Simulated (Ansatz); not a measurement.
# How far is this BeSe4 from the hull?

Level of theory: DFT PBE, scalar-relativistic, plane waves, PAW in Ansatz 0.2.0. All cells share a 420 eV cutoff and Γ-centred k meshes spaced at most about 0.3 Å⁻¹ (about 0.25 or finer for metals, 2π included). No spin polarisation.

Energies over the elements count from the elements' standard structures at the same level, with no fitted energy shifts.

These are static total energies at zero pressure. Weakly bound directions are ill-defined at this level, which has no dispersion term (BeSe4 Cmmm). The reference form of Se is held partly by dispersion forces, which this level lacks.

The competitors are the elements and 1 reference phase of this chemical system (from databases or known types: BeSe), relaxed at the same level; other known phases may be missing.

The candidate was reached from: OsCl4 type (Cmmm).

Space group Cmmm (No. 65). a = 7.976 Å, b = 10.026 Å, c = 3.535 Å, α = 90.00°, β = 90.00°, γ = 90.00°
```
atom  site  symmetry       x       y       z
  Be    2a       mmm  0.0000  0.0000  0.0000
  Se    4i       m2m  0.5000  0.8881  0.0000
  Se    4h       2mm  0.1631  0.0000  0.5000
```

The lowest competing mixture at this composition:

```tsv
phase	space group	source	share of atoms	ΔE_f (eV/atom)
Se	-	element	0.6000	0.000
BeSe	F-43m (No. 216)	COD	0.4000	-0.797
```

Question: What are the hull's energy here, the candidate's formation energy and its margin?

Answer: The hull lies at -0.319 eV/atom, the weighted sum of the last column. The candidate has 0.179 eV/atom, which is 0.50 eV/atom above it. The candidate matches no cell in the subsets of the Crystallography Open Database and the Materials Project at hand. A phase this far over the hull is unlikely to be made. It holds Se–Se pairs (shortest 2.24 Å).
